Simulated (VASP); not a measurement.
Output of a VASP run:

File OUTCAR:
```
 ion  position               nearest neighbor table
   1  0.000  0.000  0.000-   2 3.28   2 3.28   2 3.28   2 3.28   2 3.28   2 3.28   2 3.28   2 3.28
  LATTYP: Found a simple cubic cell.
 ALAT       =     3.7915152588
 Subroutine PRICEL returns:
 Original cell was already a primitive cell.
 Subroutine GETGRP returns: Found 48 space group operations
The static configuration has the point symmetry O_h .
The dynamic configuration has the point symmetry O_h .
 Subroutine INISYM returns: Found 48 space group operations
 Subroutine IBZKPT returns following result:
 Found     20 irreducible k-points:

 Following reciprocal coordinates:
            Coordinates               Weight
  0.000000  0.000000  0.000000      1.000000
  0.142857  0.000000  0.000000      6.000000
  0.285714  0.000000  0.000000      6.000000
  0.428571  0.000000  0.000000      6.000000
  0.142857  0.142857  0.000000     12.000000
  0.285714  0.142857  0.000000     24.000000
  0.428571  0.142857  0.000000     24.000000
  0.285714  0.285714  0.000000     12.000000
  0.428571  0.285714  0.000000     24.000000
  0.428571  0.428571  0.000000     12.000000
  0.142857  0.142857  0.142857      8.000000
  0.285714  0.142857  0.142857     24.000000
  0.428571  0.142857  0.142857     24.000000
  0.285714  0.285714  0.142857     24.000000
  0.428571  0.285714  0.142857     48.000000
  0.428571  0.428571  0.142857     24.000000
  0.285714  0.285714  0.285714      8.000000
  0.428571  0.285714  0.285714     24.000000
  0.428571  0.428571  0.285714     24.000000
  0.428571  0.428571  0.428571      8.000000
   k-points           NKPTS =     20   k-points in BZ     NKDIM =     20   number of bands    NBANDS=     12
   number of dos      NEDOS =    301   number of ions     NIONS =      2
   total plane-waves  NPLWV =  21952
   dimension x,y,z NGX =    28 NGY =   28 NGZ =   28
   dimension x,y,z NGXF=    56 NGYF=   56 NGZF=   56
   ions per type =               1   1
   PREC   = accura    normal or accurate (medium, high low for compatibility)
   ISTART =      0    job   : 0-new  1-cont  2-samecut
   ICHARG =      2    charge: 1-file 2-atom 10-const
   ISPIN  =      1    spin polarized calculation?
   LNONCOLLINEAR =      F non collinear calculations
   LSORBIT =      F    spin-orbit coupling
   INIWAV =      1    electr: 0-lowe 1-rand  2-diag
   ENCUT  =  500.0 eV  36.75 Ry    6.06 a.u.   6.91  6.91  6.91*2*pi/ulx,y,z
   NELM   =    100;   NELMIN=  2; NELMDL= -5     # of ELM steps
   EDIFF  = 0.1E-05   stopping-criterion for ELM
   LREAL  =      F    real-space projection
   NLSPLINE    = F    spline interpolate recip. space projectors
   LMAXMIX     =    4 max onsite mixed and CHGCAR
   VOSKOWN=      0    Vosko Wilk Nusair interpolation
   EDIFFG = -.2E-01   stopping-criterion for IOM
   NSW    =     40    number of steps for IOM
   NBLOCK =      1;   KBLOCK =     40    inner block; outer block
   IBRION =      2    ionic relax: 0-MD 1-quasi-New 2-CG
   NFREE  =      1    steps in history (QN), initial steepest desc. (CG)
   ISIF   =      3    stress and relaxation
   ISYM   =      2    0-nonsym 1-usesym 2-fastsym
   TEIN   =    0.0    initial temperature
   TEBEG  =    0.0;   TEEND  =   0.0 temperature during run
   SMASS  =  -3.00    Nose mass-parameter (am)
   PSTRESS=  450.0 pullay stress
   NELECT =      16.0000    total number of electrons
   EFERMI =   0.00;   METHOD = LEGACY
   ISMEAR =     0;   SIGMA  =   0.05  broadening in eV -4-tet -1-fermi 0-gaus
   IALGO  =     38    algorithm
   LDIAG  =      T    sub-space diagonalisation (order eigenvalues)
   IMIX   =      4    mixing-type and parameters
     AMIX     =   0.40;   BMIX     =  1.00
     AMIX_MAG =   1.60;   BMIX_MAG =  1.00
     AMIN     =   0.10
   GGA     = PE    functional components
   VOSKOWN =     0    Vosko Wilk Nusair interpolation
   LHFCALC =     F    Hartree Fock is set to
   LHFONE  =     F    Hartree Fock one center treatment
   AEXX    =    0.0000 exact exchange contribution
...
```

**OSZICAR**
```
...
DAV:   2     0.128043414639E+01    0.75851E+01   -0.80157E+00   524   0.214E+01    0.105E+01
DAV:   3     0.413144157723E+01    0.28510E+01   -0.57410E+00   480   0.155E+01    0.682E+00
DAV:   4     0.413452867455E+01    0.30871E-02   -0.83404E-02   560   0.234E+00    0.202E+00
DAV:   5     0.416241278927E+01    0.27884E-01   -0.93382E-02   496   0.203E+00    0.943E-01
DAV:   6     0.416201347860E+01   -0.39931E-03   -0.17233E-03   556   0.352E-01    0.106E+00
DAV:   7     0.416264950349E+01    0.63602E-03   -0.37614E-04   512   0.148E-01    0.254E-01
DAV:   8     0.416274941134E+01    0.99908E-04   -0.24295E-04   516   0.104E-01    0.239E-01
DAV:   9     0.416274873596E+01   -0.67539E-06   -0.20197E-05   560   0.383E-02    0.950E-02
DAV:  10     0.416275340767E+01    0.46717E-05   -0.89317E-06   508   0.315E-02    0.993E-02
DAV:  11     0.416275027285E+01   -0.31348E-05   -0.27339E-06   496   0.171E-02    0.216E-02
DAV:  12     0.416274950555E+01   -0.76731E-06   -0.40605E-07   276   0.554E-03
   2 F= 0.14455916E+02 E0= 0.14456447E+02  d E =0.220360E+01
       N       E                     dE             d eps       ncg     rms          rms(c)
DAV:   1    -0.768365297447E+01   -0.11846E+02   -0.10951E+02   512   0.621E+01    0.121E+01
DAV:   2    -0.352221597656E+01    0.41614E+01   -0.48063E+00   496   0.158E+01    0.589E+00
DAV:   3    -0.199511747082E+01    0.15271E+01   -0.43654E+00   496   0.134E+01    0.448E+00
DAV:   4    -0.199874847466E+01   -0.36310E-02   -0.52287E-02   564   0.172E+00    0.421E+00
DAV:   5    -0.199761985006E+01    0.11286E-02   -0.40896E-03   528   0.468E-01    0.212E+00
DAV:   6    -0.199531310233E+01    0.23067E-02   -0.43517E-03   516   0.476E-01    0.363E-01
DAV:   7    -0.199483613672E+01    0.47697E-03   -0.39256E-04   512   0.151E-01    0.247E-01
DAV:   8    -0.199460448843E+01    0.23165E-03   -0.34220E-04   548   0.126E-01    0.142E-01
DAV:   9    -0.199456236826E+01    0.42120E-04   -0.51148E-05   564   0.517E-02    0.800E-02
DAV:  10    -0.199453717550E+01    0.25193E-04   -0.61664E-05   512   0.564E-02    0.120E-02
DAV:  11    -0.199453763281E+01   -0.45731E-06   -0.84737E-06   536   0.218E-02
   3 F= 0.11983001E+02 E0= 0.11983001E+02  d E =-.269316E+00
       N       E                     dE             d eps       ncg     rms          rms(c)
DAV:   1    -0.185300593168E+01    0.14153E+00   -0.16759E-01   512   0.263E+00    0.506E-01
DAV:   2    -0.184694204359E+01    0.60639E-02   -0.69866E-03   500   0.592E-01    0.222E-01
DAV:   3    -0.184483704249E+01    0.21050E-02   -0.57117E-03   496   0.475E-01    0.118E-01
DAV:   4    -0.184484737114E+01   -0.10329E-04   -0.86198E-05   524   0.703E-02    0.453E-02
DAV:   5    -0.184484663422E+01    0.73692E-06   -0.22581E-05   552   0.301E-02    0.874E-03
DAV:   6    -0.184484589413E+01    0.74009E-06   -0.55343E-07   280   0.612E-03
   4 F= 0.11978389E+02 E0= 0.11978389E+02  d E =-.273928E+00
       N       E                     dE             d eps       ncg     rms          rms(c)
DAV:   1    -0.181289647979E+01    0.31950E-01   -0.75093E-03   504   0.557E-01    0.106E-01
DAV:   2    -0.181262608301E+01    0.27040E-03   -0.31154E-04   496   0.125E-01    0.469E-02
DAV:   3    -0.181253367097E+01    0.92412E-04   -0.25493E-04   496   0.100E-01    0.250E-02
DAV:   4    -0.181253514650E+01   -0.14755E-05   -0.38011E-06   520   0.148E-02    0.101E-02
DAV:   5    -0.181253558159E+01   -0.43509E-06   -0.88789E-07   252   0.623E-03
   5 F= 0.11978235E+02 E0= 0.11978235E+02  d E =-.274082E+00
```

### OUTCAR
```
------------------------ aborting loop because EDIFF is reached ----------------------------------------
  FORCE on cell =-STRESS in cart. coord.  units (eV):
  Direction    XX          YY          ZZ          XY          YZ          ZX
  --------------------------------------------------------------------------------------
  Total       13.7884555     13.7884555     13.7884555     -0.0000000     -0.0000000     -0.0000000
  in kB      449.9244660    449.9244660    449.9244660     -0.0000000     -0.0000000     -0.0000000
  external PRESSURE =      -0.0755340 kB  Pullay stress =     450.0000000 kB
  volume of cell :       49.10
      direct lattice vectors                 reciprocal lattice vectors
     3.661807687  0.000000000 -0.000000000     0.273089164 -0.000000000 -0.000000000
     0.000000000  3.661807687 -0.000000000    -0.000000000  0.273089164 -0.000000000
     0.000000000  0.000000000  3.661807687     0.000000000  0.000000000  0.273089164
 POSITION                                       TOTAL-FORCE (eV/Angst)
 -----------------------------------------------------------------------------------
      0.00000      0.00000      0.00000         0.000000      0.000000      0.000000
      1.83090      1.83090      1.83090        -0.000000     -0.000000      0.000000
 -----------------------------------------------------------------------------------
    total drift:                               -0.000000      0.000000      0.000000
  FREE ENERGIE OF THE ION-ELECTRON SYSTEM (eV)
  ---------------------------------------------------
  free  energy   TOTEN  =        -1.8125355816 eV

  energy  without entropy=       -1.8125355816  energy(sigma->0) =       -1.81253558
  enthalpy is  TOTEN    =        11.9782347964 eV   P V=       13.7907703780

 reached required accuracy - stopping structural energy minimisation
```
(Selected blocks of OUTCAR.)

POSCAR:
```
CsI
1
    3.7915152588     0.0000000000     0.0000000000
    0.0000000000     3.7915152588     0.0000000000
    0.0000000000     0.0000000000     3.7915152588
Cs I
1 1
Direct
  0.0000000000   0.0000000000   0.0000000000
  0.5000000000   0.5000000000   0.5000000000
```

Task: Write an INCAR and KPOINTS that could have produced this output.

Result: One answer among several that fit: the input of the run itself, PBE GGA, plane waves, VASP's PBE PAW potentials (set 64).

INCAR:
```
NELM = 100   ! most electronic steps
LASPH = T   ! aspherical one-centre terms
EDIFF = 1E-6
NSW = 40
PREC = Accurate
GGA = PE
LMAXMIX = 4
PSTRESS = 450   ! kbar
LREAL = F
ISIF = 3
SIGMA = 0.05   ! width (eV)
SYSTEM = CsI
LCHARG = F
ENCUT = 500   ! plane-wave cut-off (eV)
ISMEAR = 0   ! Gaussian
IBRION = 2   ! conjugate gradients
LWAVE = F
ALGO = Normal   ! blocked Davidson
EDIFFG = -0.02   ! ionic stop
```

File KPOINTS:
```
Automatic mesh
0
gamma
  7 7 7
```

POTCAR, in this order: Cs_sv I (PBE.64 set). Program: vasp_std.

Energy and stress use the plane-wave basis of the starting cell.

The compound is CsI in the CsCl type structure. This run relaxes it under an external pressure of 45 GPa. Symmetry was kept, so distortions that lower it aren't found.
